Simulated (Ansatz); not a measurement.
Ideal-gas functions of `Cl/C=C/Cl` at 298.15 K and 1 bar, from an Ansatz frequency run at PBE0-D4/def2-TZVP.

Molar mass 96.94 g/mol, point group C2h (symmetry number 2), electronic degeneracy 1, moments of inertia 9.415, 329.579, 338.995 u Å². Harmonic wavenumbers (cm⁻¹, unscaled): 217, 239, 358, 812, 854, 873, 937, 1217, 1299, 1669, 3233, 3235.

Use S(trans) = R[1.5 ln M + 2.5 ln T − 1.1517]; rotational temperatures θ = 24.2544 K / I; S(rot) = R[ln(√π/σ · √(T³/θAθBθC)) + 1.5]; for each mode x = 1.438777 ν̃/T, S = R[x/(eˣ − 1) − ln(1 − e⁻ˣ)] and H = RT x/(eˣ − 1); 1 cm⁻¹ = 0.0119627 kJ/mol; R = 8.31446 J/(mol·K).

Q: By hand: the entropy, in J/(mol·K).

A: Translation 165.9. Rotation: θ = 2.5761, 0.0736, 0.0715 K, giving 100.4. Vibration, mode by mode: 8.30, 7.57, 4.73, 0.83, 0.70, 0.65, 0.50, 0.16, 0.11, 0.02, 0.00, 0.00, in all 23.6. Electronic 0.0. Sum 289.9 J/(mol·K).

Q: By hand: H − E and G − E in kJ/mol, counted from the electronic energy.

A: Zero-point energy ½ × 14943 × 0.0119627 = 89.4; thermal vibration 4.4; translation, rotation and pV give 4 RT = 9.9. H − E = 103.7 kJ/mol, and G − E = 103.7 − 298.15 × 289.9/1000 = 17.3 kJ/mol.

Vibration gives 8 % of the entropy.
